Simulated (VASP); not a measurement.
**A VASP 6.6.1 relaxation on CdSe**

INCAR

```
LCHARG = .FALSE.
LWAVE = .FALSE.
NBANDS = 33
LDAUTYPE = 2
IBRION = 2
LASPH = .TRUE.
LDAUL = 2 -1
NELM = 120
LMAXMIX = 4
ISMEAR = -1
NSW = 40
SIGMA = 0.02
LREAL = .FALSE.
EDIFFG = -0.01
LDAUU = 3.0 0
GGA = CA
ENCUT = 600
EDIFF = 1E-7
LDAU = .TRUE.
PREC = Accurate
ISIF = 3
LDAUJ = 0 0
```

KPOINTS

```
KPOINTS created by Atomic Simulation Environment
0
Gamma
6 6 6
0 0 0
```

POSCAR

```
Cd Se
 1.0000000000000000
    -0.0000000000000000    3.0982259976546396    3.0982259976546396
     3.0982259976546396   -0.0000000000000000    3.0982259976546396
     3.0982259976546396    3.0982259976546396    0.0000000000000000
 Cd  Se
   1   1
Cartesian
  0.0000000000000000  0.0000000000000000 -0.0000000000000000
  1.5491129988273198  1.5491129988273198  1.5491129988273198
```

The recommended LDA PAW datasets give the neutral cell 18 valence electrons.

Command

```
mpirun -np 1 vasp_std
```

Task: How does this run end, and what does it give?

Result: It converged. Results: relaxed cell vector lengths 4.250, 4.250, 4.250 Å; relaxed cell volume 54.28 Å³.

OSZICAR

```
N       E                     dE             d eps       ncg     rms          rms(c)
DAV:   1     0.139919725645E+03    0.13992E+03   -0.84847E+03  1080   0.551E+02
DAV:   2     0.941314945889E+00   -0.13898E+03   -0.12350E+03  1203   0.163E+02
DAV:   3    -0.648145491788E+01   -0.74228E+01   -0.73567E+01  1317   0.404E+01
DAV:   4    -0.651749338751E+01   -0.36038E-01   -0.36031E-01  1184   0.276E+00
DAV:   5    -0.651762239247E+01   -0.12900E-03   -0.12900E-03  1283   0.146E-01    0.615E+00
DAV:   6    -0.620026735972E+01    0.31736E+00   -0.17780E-01  1204   0.394E+00    0.446E+00
DAV:   7    -0.617968904831E+01    0.20578E-01   -0.48114E-02  1259   0.947E-01    0.203E+00
DAV:   8    -0.617811172819E+01    0.15773E-02   -0.92100E-03  1194   0.590E-01    0.167E-01
DAV:   9    -0.617800745873E+01    0.10427E-03   -0.41085E-04  1213   0.150E-01    0.589E-02
DAV:  10    -0.617801826599E+01   -0.10807E-04   -0.38934E-05  1216   0.333E-02    0.391E-02
...
       N       E                     dE             d eps       ncg     rms          rms(c)
DAV:   1    -0.636367958300E+01   -0.11670E+00   -0.11878E+00  1183   0.807E+00    0.234E+00
DAV:   2    -0.626497099306E+01    0.98709E-01   -0.12979E-01  1160   0.327E+00    0.960E-01
DAV:   3    -0.625513877851E+01    0.98322E-02   -0.88138E-03  1203   0.712E-01    0.710E-01
DAV:   4    -0.625363221717E+01    0.15066E-02   -0.11761E-03  1140   0.150E-01    0.161E-01
DAV:   5    -0.625356402488E+01    0.68192E-04   -0.45003E-05  1168   0.580E-02    0.244E-02
DAV:   6    -0.625356588563E+01   -0.18607E-05   -0.19033E-05  1216   0.257E-02    0.156E-02
DAV:   7    -0.625356647398E+01   -0.58835E-06   -0.48071E-07  1221   0.742E-03    0.774E-03
DAV:   8    -0.625356638221E+01    0.91773E-07   -0.25199E-07  1158   0.324E-03
   3 F= -.62535664E+01 E0= -.62535664E+01  d E =-.755425E-01
```

```csv
ionic step,ΔE (meV/atom),volume (Å³),largest force (eV/Å),pressure (GPa),electronic steps
1,0.0,59.48,0.000,-4.27,13
2,-34.5,52.92,0.000,1.58,8
3,-37.8,54.28,0.000,0.00,8
```

For comparison, a separate LDA relaxation on usual settings, not on those above, ends at 54.63 Å³.
